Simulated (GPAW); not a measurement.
# PtS2 (P-3m1) in GPAW: a series of runs

One crystal, PtS2, is run at these levels: PBEsol; tasks: relaxation of cell and atoms.

All numbers are computed with GPAW 26.7.0; they aren't measurements. Logs are shortened: lines on timing, memory, paths and dates and some standing lists are left out, and cuts for length are marked. The log counts tension as positive stress, the text compression.

**1. Starting point**

The structure is trigonal, space group P-3m1 (No. 164). Conventional cell: a = 3.543 Å, b = 3.543 Å, c = 5.039 Å, α = 90.00°, β = 90.00°, γ = 120.00°. Pt (site symmetry -3m) is surrounded by 6 S at 2.34 Å. S (site symmetry 3m) has 3 Pt at 2.34 Å as nearest neighbours.

**2. Relaxation of cell and atoms, PBEsol**

File run.py:

```python
from ase import Atoms
from ase.filters import FrechetCellFilter
from ase.io import write
from ase.optimize import BFGS
from gpaw import GPAW, PW, setup_paths

setup_paths.insert(0, '.')

atoms = Atoms(['Pt', 'S', 'S'],
              cell=[[3.5432, 0.0, 0.0],
                    [-1.7716, 3.0685012107, 0.0],
                    [0.0, 0.0, 5.0388]],
              scaled_positions=[[0.0, 0.0, 0.0],
                                [0.6666666667, 0.3333333333, 0.773],
                                [0.3333333333, 0.6666666667, 0.227]],
              pbc=True)

calc = GPAW(mode=PW(600),
            xc='PBEsol',
            kpts={'size': (6, 6, 4), 'gamma': True},
            occupations={'name': 'fermi-dirac', 'width': 0.05},
            nbands=26,
            convergence={'density': 1e-05, 'forces': 0.0001},
            maxiter=150,
            txt='gpaw.txt')
atoms.calc = calc
opt = BFGS(FrechetCellFilter(atoms), trajectory='relax.traj', logfile='-')
done = opt.run(fmax=0.02, steps=60)
calc.write('gs.gpw')
write('result.traj', atoms)
print('Converged:', done)
print('Cell:', atoms.cell.cellpar().round(4))
print('Volume:', round(atoms.get_volume(), 4))
print(atoms.get_scaled_positions().round(5))
```

Potentials or basis: PAW data sets generated in the run's folder for this functional, pw.

Command:

```bash
> gpaw-setup -f PBEsol Pt S
> OMP_NUM_THREADS=1 python run.py
```

gpaw.txt:

```text
__  _  _
 | _ |_)|_||  |
 |__||  | ||/\| - 26.7.0

Input parameters:
  mode=PW(ecut=600.0),
  convergence={'density': 1e-05, 'forces': 0.0001},
  kpts=MonkhorstPack(size=(6, 6, 4), gamma=True),
  maxiter=150,
  nbands=26,
  occupations=Occupations(name='fermi-dirac', width=0.05),
  xc=XC(name='PBEsol')

Diagonalizing LCAO Hamiltonian
Converting LCAO to pw mode

            S

         S

       Pt

Atoms  # Å, Bohr magnetons
|   | symbol |         x |        y |        z |    initial magnetic moments |
|---|--------|-----------|----------|----------|-----------------------------|
| 0 |     Pt |  0.000000 | 0.000000 | 0.000000 | ( 0.0000,  0.0000,  0.0000) |
| 1 |      S |  1.771600 | 1.022834 | 3.894992 | ( 0.0000,  0.0000,  0.0000) |
| 2 |      S | -0.000000 | 2.045667 | 1.143808 | ( 0.0000,  0.0000,  0.0000) |

Unit cell  # Å
| periodic |         x |        y |        z |  lengths |     angles |
|----------|-----------|----------|----------|----------|------------|
|      yes |  3.543200 | 0.000000 | 0.000000 | 3.543200 |  90.000000 |
|      yes | -1.771600 | 3.068501 | 0.000000 | 3.543200 |  90.000000 |
|      yes |  0.000000 | 0.000000 | 5.038800 | 5.038800 | 120.000000 |

Number of symmetries: 12
Symmetry operations  # r_c * U_cc + t_c -> r_c
|    | kind |            matrix            |
|----|------|------------------------------|
|  0 |  σ   |  1, 1, 0,  0,-1, 0,  0, 0, 1 |
|  1 |  S6  |  1, 1, 0, -1, 0, 0,  0, 0,-1 |
|  2 |  E   |  1, 0, 0,  0, 1, 0,  0, 0, 1 |
|  3 |  C2  |  1, 0, 0, -1,-1, 0,  0, 0,-1 |
|  4 |  C2  |  0, 1, 0,  1, 0, 0,  0, 0,-1 |
|  5 |  C3  |  0, 1, 0, -1,-1, 0,  0, 0, 1 |
|  6 |  S6  |  0,-1, 0,  1, 1, 0,  0, 0,-1 |
|  7 |  σ   |  0,-1, 0, -1, 0, 0,  0, 0, 1 |
|  8 |  σ   | -1, 0, 0,  1, 1, 0,  0, 0, 1 |
|  9 |  i   | -1, 0, 0,  0,-1, 0,  0, 0,-1 |
| 10 |  C3  | -1,-1, 0,  1, 0, 0,  0, 0, 1 |
| 11 |  C2  | -1,-1, 0,  0, 1, 0,  0, 0,-1 |
[... 206 lines left out ...]
Forces  # eV/Ang
|        x |        y |        z |
|----------|----------|----------|
|  0.00000 |  0.00000 |  0.00000 |  # Pt   0
| -0.00000 |  0.00000 | -0.97257 |  # S    1
|  0.00000 | -0.00000 |  0.97257 |  # S    2

Interpolating wave functions to new cell

            S

         S

       Pt

Atoms  # Å, Bohr magnetons
|   | symbol |         x |         y |        z |    initial magnetic moments |
|---|--------|-----------|-----------|----------|-----------------------------|
| 0 |     Pt |  0.000000 | -0.000000 | 0.000000 | ( 0.0000,  0.0000,  0.0000) |
| 1 |      S |  1.777993 |  1.026524 | 3.893707 | ( 0.0000,  0.0000,  0.0000) |
| 2 |      S | -0.000000 |  2.053049 | 1.161462 | ( 0.0000,  0.0000,  0.0000) |

Unit cell  # Å
| periodic |         x |         y |        z |  lengths |     angles |
|----------|-----------|-----------|----------|----------|------------|
|      yes |  3.555985 | -0.000000 | 0.000000 | 3.555985 |  90.000000 |
|      yes | -1.777993 |  3.079573 | 0.000000 | 3.555985 |  90.000000 |
|      yes |  0.000000 |  0.000000 | 5.055170 | 5.055170 | 120.000000 |

Number of symmetries: 12
Symmetry operations  # r_c * U_cc + t_c -> r_c
|    | kind |            matrix            |
|----|------|------------------------------|
|  0 |  σ   |  1, 1, 0,  0,-1, 0,  0, 0, 1 |
|  1 |  S6  |  1, 1, 0, -1, 0, 0,  0, 0,-1 |
|  2 |  E   |  1, 0, 0,  0, 1, 0,  0, 0, 1 |
|  3 |  C2  |  1, 0, 0, -1,-1, 0,  0, 0,-1 |
|  4 |  C2  |  0, 1, 0,  1, 0, 0,  0, 0,-1 |
|  5 |  C3  |  0, 1, 0, -1,-1, 0,  0, 0, 1 |
|  6 |  S6  |  0,-1, 0,  1, 1, 0,  0, 0,-1 |
|  7 |  σ   |  0,-1, 0, -1, 0, 0,  0, 0, 1 |
|  8 |  σ   | -1, 0, 0,  1, 1, 0,  0, 0, 1 |
|  9 |  i   | -1, 0, 0,  0,-1, 0,  0, 0,-1 |
| 10 |  C3  | -1,-1, 0,  1, 0, 0,  0, 0, 1 |
| 11 |  C2  | -1,-1, 0,  0, 1, 0,  0, 0,-1 |
[... 205 lines left out ...]
Forces  # eV/Ang
|        x |        y |        z |
|----------|----------|----------|
| -0.00000 |  0.00000 |  0.00000 |  # Pt   0
| -0.00000 |  0.00000 | -0.62378 |  # S    1
|  0.00000 | -0.00000 |  0.62378 |  # S    2

Interpolating wave functions to new cell

            S

         S

       Pt

Atoms  # Å, Bohr magnetons
|   | symbol |         x |        y |        z |    initial magnetic moments |
|---|--------|-----------|----------|----------|-----------------------------|
| 0 |     Pt |  0.000000 | 0.000000 | 0.000000 | ( 0.0000,  0.0000,  0.0000) |
| 1 |      S |  1.786643 | 1.031519 | 3.890322 | ( 0.0000,  0.0000,  0.0000) |
| 2 |      S | -0.000000 | 2.063038 | 1.190121 | ( 0.0000,  0.0000,  0.0000) |

Unit cell  # Å
| periodic |         x |         y |         z |  lengths |     angles |
|----------|-----------|-----------|-----------|----------|------------|
|      yes |  3.573286 | -0.000000 |  0.000000 | 3.573286 |  90.000000 |
|      yes | -1.786643 |  3.094556 | -0.000000 | 3.573286 |  90.000000 |
|      yes | -0.000000 | -0.000000 |  5.080443 | 5.080443 | 120.000000 |

Number of symmetries: 12
Symmetry operations  # r_c * U_cc + t_c -> r_c
|    | kind |            matrix            |
|----|------|------------------------------|
|  0 |  σ   |  1, 1, 0,  0,-1, 0,  0, 0, 1 |
|  1 |  S6  |  1, 1, 0, -1, 0, 0,  0, 0,-1 |
|  2 |  E   |  1, 0, 0,  0, 1, 0,  0, 0, 1 |
|  3 |  C2  |  1, 0, 0, -1,-1, 0,  0, 0,-1 |
|  4 |  C2  |  0, 1, 0,  1, 0, 0,  0, 0,-1 |
|  5 |  C3  |  0, 1, 0, -1,-1, 0,  0, 0, 1 |
|  6 |  S6  |  0,-1, 0,  1, 1, 0,  0, 0,-1 |
|  7 |  σ   |  0,-1, 0, -1, 0, 0,  0, 0, 1 |
|  8 |  σ   | -1, 0, 0,  1, 1, 0,  0, 0, 1 |
|  9 |  i   | -1, 0, 0,  0,-1, 0,  0, 0,-1 |
| 10 |  C3  | -1,-1, 0,  1, 0, 0,  0, 0, 1 |
| 11 |  C2  | -1,-1, 0,  0, 1, 0,  0, 0,-1 |
[... 205 lines left out ...]
Forces  # eV/Ang
|        x |        y |        z |
|----------|----------|----------|
| -0.00000 |  0.00000 |  0.00000 |  # Pt   0
|  0.00000 |  0.00000 | -0.12119 |  # S    1
|  0.00000 | -0.00000 |  0.12119 |  # S    2

Interpolating wave functions to new cell

            S

         S

       Pt

Atoms  # Å, Bohr magnetons
|   | symbol |         x |        y |         z |    initial magnetic moments |
|---|--------|-----------|----------|-----------|-----------------------------|
| 0 |     Pt |  0.000000 | 0.000000 | -0.000000 | ( 0.0000,  0.0000,  0.0000) |
| 1 |      S |  1.786409 | 1.031383 |  3.888471 | ( 0.0000,  0.0000,  0.0000) |
| 2 |      S | -0.000000 | 2.062767 |  1.193794 | ( 0.0000,  0.0000,  0.0000) |

Unit cell  # Å
| periodic |         x |         y |         z |  lengths |     angles |
|----------|-----------|-----------|-----------|----------|------------|
|      yes |  3.572817 |  0.000000 | -0.000000 | 3.572817 |  90.000000 |
|      yes | -1.786409 |  3.094150 | -0.000000 | 3.572817 |  90.000000 |
|      yes | -0.000000 | -0.000000 |  5.082265 | 5.082265 | 120.000000 |

Number of symmetries: 12
Symmetry operations  # r_c * U_cc + t_c -> r_c
|    | kind |            matrix            |
|----|------|------------------------------|
|  0 |  σ   |  1, 1, 0,  0,-1, 0,  0, 0, 1 |
|  1 |  S6  |  1, 1, 0, -1, 0, 0,  0, 0,-1 |
|  2 |  E   |  1, 0, 0,  0, 1, 0,  0, 0, 1 |
|  3 |  C2  |  1, 0, 0, -1,-1, 0,  0, 0,-1 |
|  4 |  C2  |  0, 1, 0,  1, 0, 0,  0, 0,-1 |
|  5 |  C3  |  0, 1, 0, -1,-1, 0,  0, 0, 1 |
|  6 |  S6  |  0,-1, 0,  1, 1, 0,  0, 0,-1 |
|  7 |  σ   |  0,-1, 0, -1, 0, 0,  0, 0, 1 |
|  8 |  σ   | -1, 0, 0,  1, 1, 0,  0, 0, 1 |
|  9 |  i   | -1, 0, 0,  0,-1, 0,  0, 0,-1 |
| 10 |  C3  | -1,-1, 0,  1, 0, 0,  0, 0, 1 |
| 11 |  C2  | -1,-1, 0,  0, 1, 0,  0, 0,-1 |
[... 423 lines left out ...]
|         10 |         5.063 |     2.000 |
|         11 |         5.931 |     2.000 |
[... 8 lines left out ...]
|         20 |        19.073 |     0.000 |
|         21 |        19.495 |     0.000 |
|        ... |               |           |
|         25 |        20.296 |     0.000 |

Gap: 0.743 eV
Transition (v -> c):
  (s=0, k=0, n=13, [0.00, 0.00, 0.00]) -> (s=0, k=10, n=14, [0.33, 0.00, -0.25])
Direct/indirect transitions are different
Direct gap: 1.333 eV
Transition at: (s=0, k=10, n=13, [0.33, 0.00, -0.25])

Stress tensor  # eV/Ang^3
|        x |         y |         z |
|----------|-----------|-----------|
| 0.006230 |  0.000000 |  0.000000 |
| 0.000000 |  0.006230 | -0.000000 |
| 0.000000 | -0.000000 |  0.004247 |

Forces  # eV/Ang
|        x |        y |        z |
|----------|----------|----------|
|  0.00000 |  0.00000 |  0.00000 |  # Pt   0
| -0.00000 |  0.00000 |  0.00114 |  # S    1
|  0.00000 | -0.00000 | -0.00114 |  # S    2

Interpolating wave functions to new cell

            S

         S

       Pt
[... 470 lines left out ...]
Gap: 0.732 eV
Transition (v -> c):
  (s=0, k=0, n=13, [0.00, 0.00, 0.00]) -> (s=0, k=10, n=14, [0.33, 0.00, -0.25])
Direct/indirect transitions are different
Direct gap: 1.346 eV
Transition at: (s=0, k=10, n=13, [0.33, 0.00, -0.25])

Stress tensor  # eV/Ang^3
|         x |         y |         z |
|-----------|-----------|-----------|
|  0.000455 | -0.000000 |  0.000000 |
| -0.000000 |  0.000455 | -0.000000 |
|  0.000000 | -0.000000 |  0.004026 |

Forces  # eV/Ang
|        x |       y |        z |
|----------|---------|----------|
| -0.00000 | 0.00000 |  0.00000 |  # Pt   0
|  0.00000 | 0.00000 |  0.01362 |  # S    1
| -0.00000 | 0.00000 | -0.01362 |  # S    2

Interpolating wave functions to new cell

            S

         S

       Pt

Atoms  # Å, Bohr magnetons
|   | symbol |         x |         y |         z |    initial magnetic moments |
|---|--------|-----------|-----------|-----------|-----------------------------|
| 0 |     Pt |  0.000000 | -0.000000 | -0.000000 | ( 0.0000,  0.0000,  0.0000) |
| 1 |      S |  1.776134 |  1.025451 |  3.864644 | ( 0.0000,  0.0000,  0.0000) |
| 2 |      S | -0.000000 |  2.050903 |  1.210394 | ( 0.0000,  0.0000,  0.0000) |
[... 1965 lines left out ...]
Stress tensor  # eV/Ang^3
|         x |         y |         z |
|-----------|-----------|-----------|
| -0.000178 |  0.000000 |  0.000000 |
|  0.000000 | -0.000178 | -0.000000 |
|  0.000000 | -0.000000 | -0.000543 |

Forces  # eV/Ang
|        x |        y |        z |
|----------|----------|----------|
| -0.00000 |  0.00000 |  0.00000 |  # Pt   0
| -0.00000 | -0.00000 | -0.01254 |  # S    1
|  0.00000 |  0.00000 |  0.01254 |  # S    2

# Writing to gs.gpw (mode='')
```

Run time: 5.7 min. Hardware: 1 thread of Arm Neoverse V1, shared host; peak memory 0.34 GiB.

What came out:

```yaml
Free_energy: -17.2451 eV
Relaxed_volume: 17.66 Å³/atom
Relaxed_cell: a = 3.569 Å, b = 3.569 Å, c = 4.801 Å, α = 90.00°, β = 90.00°, γ = 120.00°
Space_group_after_relaxing_to_0.05_Å: P-3m1 (No. 164)
Energy_gained_by_relaxing: 24.3 meV/atom
Ionic_steps: 15
Pressure_after_relaxing: 0.0 GPa
Largest_force_after_relaxing: 0.013 eV/Å
Band_gap_on_the_k_mesh: 0.26 eV, indirect (least direct gap 1.10 eV)
```

Forces on the atoms (eV/Å):
```
Pt   0.000  0.000  0.000
S    0.000  0.000 -0.013
S    0.000  0.000  0.013
```

Step by step:
| step | energy change (eV) | largest force (eV/Å) | pressure (GPa) | volume (Å³) |
| --- | --- | --- | --- | --- |
| 1 | 0.0000 | 0.9726 | 6.42 | 54.78 |
| 2 | -0.0403 | 0.6238 | 3.52 | 55.36 |
| 3 | -0.0652 | 0.1212 | -0.44 | 56.18 |
| 4 | -0.0659 | 0.0780 | -0.68 | 56.18 |
| 5 | -0.0674 | 0.0011 | -0.89 | 56.04 |
| 6 | -0.0684 | 0.0306 | -0.68 | 55.78 |
| 7 | -0.0687 | 0.0136 | -0.26 | 55.54 |
| 8 | -0.0688 | 0.0070 | -0.06 | 55.46 |
| 9 | -0.0689 | 0.0232 | 0.07 | 55.40 |
| 10 | -0.0691 | 0.0512 | 0.28 | 55.25 |
| 11 | -0.0696 | 0.0901 | 0.58 | 54.92 |
| 12 | -0.0705 | 0.1353 | 0.95 | 54.20 |
| 13 | -0.0715 | 0.1438 | 1.08 | 53.30 |
| 14 | -0.0724 | 0.0916 | 0.68 | 52.91 |
| 15 | -0.0730 | 0.0125 | 0.05 | 52.97 |

Final structure:
```
Pt S
1.0
     3.56939    0.00000    0.00000
    -1.78469    3.09118    0.00000
     0.00000    0.00000    4.80088
Pt S
1 2
Direct
  0.00000 0.00000 0.00000
  0.66667 0.33333 0.75037
  0.33333 0.66667 0.24963
```

Levels at points of the mesh, in eV from the valence-band top:
```
           k point  band 11  band 12  band 13  band 14  band 15  band 16  band 17  band 18
(0.00, 0.00, 0.00)    -2.33    -1.44    -1.44     0.00     1.52     1.52     3.82     5.06
(0.00, 0.00, 0.50)    -3.12    -1.83    -1.83    -1.35     2.37     2.37     5.18     6.78
(0.50, 0.50, 0.00)    -3.79    -3.52    -3.42    -2.79     0.97     2.37     5.20     6.16
(0.50, 0.50, 0.50)    -3.54    -3.13    -3.13    -1.50     1.11     1.77     4.86     5.02
```

Caveat: later steps reuse the first step's grids; spin-orbit coupling is left out, which moves the levels of the heavy elements. A k mesh can miss the band edges.

**3. Relaxation of cell and atoms, PBEsol, target pressure 2 GPa, at which the enthalpy is minimised**

Changes to run.py since step 2:

```diff
@@ -4,2 +4,3 @@
 from ase.optimize import BFGS
+from ase.units import GPa
 from gpaw import GPAW, PW, setup_paths
@@ -26,3 +27,3 @@
 atoms.calc = calc
-opt = BFGS(FrechetCellFilter(atoms), trajectory='relax.traj', logfile='-')
+opt = BFGS(FrechetCellFilter(atoms, scalar_pressure=2 * GPa), trajectory='relax.traj', logfile='-')
 done = opt.run(fmax=0.02, steps=60)
```

Potentials or basis: PAW data sets generated in the run's folder for this functional, pw.

Command:

```bash
> gpaw-setup -f PBEsol Pt S
> OMP_NUM_THREADS=1 python run.py
```

It took 5 min on 1 thread of Arm Neoverse V1, shared host; peak memory 0.31 GiB.

It converged, with:

```yaml
Free_energy: -17.2288 eV
Relaxed_volume: 16.67 Å³/atom
Relaxed_cell: a = 3.569 Å, b = 3.569 Å, c = 4.535 Å, α = 90.00°, β = 90.00°, γ = 120.00°
Space_group_after_relaxing_to_0.05_Å: P-3m1 (No. 164)
Energy_change_on_relaxing_the_enthalpy_is_what_falls: -18.2 meV/atom
Ionic_steps: 14
Pressure_after_relaxing: 2.0 GPa
Largest_force_after_relaxing: 0.008 eV/Å
Band_gap_on_the_k_mesh: none (metal or under the smearing width)
```

Forces on the atoms (eV/Å):
```
Pt   0.000  0.000  0.000
S    0.000  0.000 -0.008
S    0.000  0.000  0.008
```

Stress tensor (GPa, compression positive):
```
1.98 0.00 0.00
0.00 1.98 0.00
0.00 0.00 2.06
```

Step by step:
```csv
step,energy change (eV),largest force (eV/Å),pressure (GPa),volume (Å³)
1,0.0000,0.9726,6.42,54.78
2,-0.0359,0.6713,4.03,55.18
3,-0.0662,0.1824,0.44,55.70
4,-0.0680,0.1161,0.14,55.62
5,-0.0685,0.0759,-0.09,54.86
6,-0.0640,0.1071,0.67,54.10
7,-0.0588,0.0488,1.78,53.46
8,-0.0565,0.0157,2.48,53.13
9,-0.0535,0.1172,3.42,52.57
10,-0.0489,0.2398,4.54,51.58
11,-0.0427,0.3249,5.25,50.20
12,-0.0414,0.2430,4.38,49.44
13,-0.0530,0.1070,2.58,49.96
14,-0.0546,0.0083,2.01,50.02
```

Final structure:
```yaml
crystal:
  lattice:
    - [3.56885, 0.00000, 0.00000]
    - [-1.78442, 3.09071, 0.00000]
    - [0.00000, 0.00000, 4.53476]
  atoms:
    - { symbol: Pt, position: [0.00000, 0.00000, 0.00000] }
    - { symbol: S, position: [0.66667, 0.33333, 0.73719] }
    - { symbol: S, position: [0.33333, 0.66667, 0.26281] }
```

Levels at points of the mesh, in eV from the Fermi level:
| k point | band 10 | band 11 | band 12 | band 13 | band 14 | band 15 | band 16 | band 17 | band 18 | band 19 |
| --- | --- | --- | --- | --- | --- | --- | --- | --- | --- | --- |
| (0.00, 0.00, 0.00) | -4.31 | -2.45 | -1.56 | -1.56 | 0.27 | 1.09 | 1.09 | 3.27 | 5.12 | 7.22 |
| (0.00, 0.00, 0.50) | -4.39 | -3.34 | -2.20 | -2.20 | -1.44 | 2.41 | 2.41 | 5.28 | 6.63 | 6.63 |
| (0.50, 0.50, 0.00) | -4.23 | -4.15 | -3.65 | -3.56 | -2.96 | 0.74 | 2.49 | 5.37 | 6.31 | 7.04 |
| (0.50, 0.50, 0.50) | -3.69 | -3.68 | -3.27 | -3.18 | -1.41 | 0.68 | 1.70 | 4.70 | 5.34 | 7.70 |

Caveat: later steps reuse the first step's grids. Spin-orbit coupling is left out, which matters for the levels of Pt.

**4. Relaxation of cell and atoms, PBEsol, target pressure 5 GPa, at which the enthalpy is minimised**

Changes to run.py since step 3:

```diff
@@ -27,3 +27,3 @@
 atoms.calc = calc
-opt = BFGS(FrechetCellFilter(atoms, scalar_pressure=2 * GPa), trajectory='relax.traj', logfile='-')
+opt = BFGS(FrechetCellFilter(atoms, scalar_pressure=5 * GPa), trajectory='relax.traj', logfile='-')
 done = opt.run(fmax=0.02, steps=60)
```

Command:

```bash
> gpaw-setup -f PBEsol Pt S
> OMP_NUM_THREADS=1 python run.py
```

Wall time 4.6 min (1 thread of Arm Neoverse V1, shared host); peak memory 0.3 GiB.

It converged, with:

- Free energy: -17.1836 eV
- Relaxed volume: 15.98 Å³/atom
- Relaxed cell: a = 3.558 Å, b = 3.558 Å, c = 4.373 Å, α = 90.00°, β = 90.00°, γ = 120.00°
- Space group after relaxing (to 0.05 Å): P-3m1 (No. 164)
- Energy change on relaxing (the enthalpy is what falls): -2.8 meV/atom
- Ionic steps: 13
- Pressure after relaxing: 5.1 GPa
- Largest force after relaxing: 0.010 eV/Å
- Band gap on the k mesh: none (metal or under the smearing width)

Forces in eV/Å, atoms in the order of the input:
```
Pt   0.000  0.000  0.000
S    0.000  0.000 -0.010
S    0.000  0.000  0.010
```

Stress tensor (GPa, compression positive):
```
5.00 0.00 0.00
0.00 5.00 0.00
0.00 0.00 5.15
```

Step by step:
```csv
step,energy change (eV),largest force (eV/Å),pressure (GPa),volume (Å³)
1,0.0000,0.9726,6.42,54.78
2,-0.0284,0.7435,4.81,54.91
3,-0.0679,0.1406,1.09,54.90
4,-0.0684,0.0022,0.66,54.52
5,-0.0452,0.2658,1.30,52.72
6,-0.0180,0.2460,3.32,51.35
7,0.0009,0.0885,5.59,50.40
8,0.0084,0.0769,7.13,49.86
9,0.0156,0.2968,8.83,49.05
10,0.0261,0.4555,9.95,47.80
11,0.0193,0.3570,8.39,47.40
12,-0.0047,0.1681,5.93,47.88
13,-0.0085,0.0102,5.05,47.94
```

Final structure:
```
CELL_PARAMETERS angstrom
3.55801 0.00000 0.00000
-1.77901 3.08133 0.00000
0.00000 0.00000 4.37282
ATOMIC_POSITIONS crystal
Pt 0.00000 0.00000 0.00000
S 0.66667 0.33333 0.72886
S 0.33333 0.66667 0.27114
```

Levels at points of the mesh, in eV from the Fermi level:
```tsv
k point	band 12	band 13	band 14	band 15	band 16	band 17
(0.00, 0.00, 0.00)	-1.58	-1.58	0.46	0.85	0.85	2.96
(0.00, 0.00, 0.50)	-2.43	-2.43	-1.47	2.55	2.55	5.43
(0.50, 0.50, 0.00)	-3.70	-3.61	-3.04	0.69	2.69	5.57
(0.50, 0.50, 0.50)	-3.31	-3.14	-1.35	0.46	1.78	4.69
```

Caveat: later steps reuse the first step's grids. The run has no spin-orbit coupling, so splittings on Pt are missing.

[end of part 1 of 2]
